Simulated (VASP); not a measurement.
TlBr:

```xyz
2
Lattice="3.9775 0.0000 0.0000 0.0000 3.9775 0.0000 0.0000 0.0000 3.9775" Properties=species:S:1:pos:R:3 pbc="T T T"
Tl    0.0000    0.0000    0.0000
Br    1.9888    1.9888    1.9888
```

- Program: VASP 6.6.1
- Task: relaxation of cell and atoms
- Functional: PBE
- Potentials or basis: VASP PAW PBE potentials, release 64 (Tl_d, Br)
- Cutoff: 600 eV
- k mesh: 5 × 5 × 5
- Occupations: fermi-dirac, width 0.1 eV
- Spin: no spin polarisation

At the start: pressure 1.3 GPa; volume 31.46 Å³/atom.

Question: Where does the relaxation end?

Answer: Over 3 steps the energy falls by 6.6 meV/atom and the volume is 33.15 Å³/atom (+5.4 %); space group Pm-3m (No. 221, to 0.05 Å).

The path:
| step | energy change (eV) | largest force (eV/Å) | pressure (GPa) | volume (Å³) |
| --- | --- | --- | --- | --- |
| 1 | 0.0000 | 0.0000 | 1.26 | 62.93 |
| 2 | -0.0116 | 0.0000 | 0.39 | 65.20 |
| 3 | -0.0132 | 0.0000 | 0.04 | 66.30 |

Final structure:
```
Tl Br
1.0
     4.04732    0.00000    0.00000
     0.00000    4.04732    0.00000
     0.00000    0.00000    4.04732
Tl Br
1 1
Direct
  0.00000 0.00000 0.00000
  0.50000 0.50000 0.50000
```
